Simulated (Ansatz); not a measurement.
**Stability checks on a candidate for MgTe**

It was relaxed at this level from a Materials Project cell.

The calculation used Ansatz 0.2.0, DFT PBE, scalar-relativistic, plane waves, PAW. Plane waves to 420 eV, an 8×8×8 mesh through Γ for the 2-atom cell and 0.02 eV Gaussian smearing; no spin polarisation.

```xyz
2
Lattice="0.0000 3.2547 3.2547 3.2547 0.0000 3.2547 3.2547 3.2547 0.0000" Properties=species:S:1:pos:R:3 pbc="T T T"
Mg    0.0000    0.0000    0.0000
Te    4.8820    4.8820    4.8820
```

Energies over the elements count from the elements' standard structures at the same level, with no fitted energy shifts.

**Question.** These tests were run: energy against the elements; phonons on a 4×4×4 q mesh. What do they show?

**Answer.**

| test | result |
| --- | --- |
| energy against the elements | −0.882 eV/atom |
| phonons on a 4×4×4 q mesh | no imaginary mode on the mesh |

It fails none of these tests. Competing phases weren't compared here.

Spin–orbit coupling, which can matter for Te, is left out. The reference form of Te is held partly by dispersion forces, which this level lacks. The run for the phonons used an 8×8×8 k mesh.
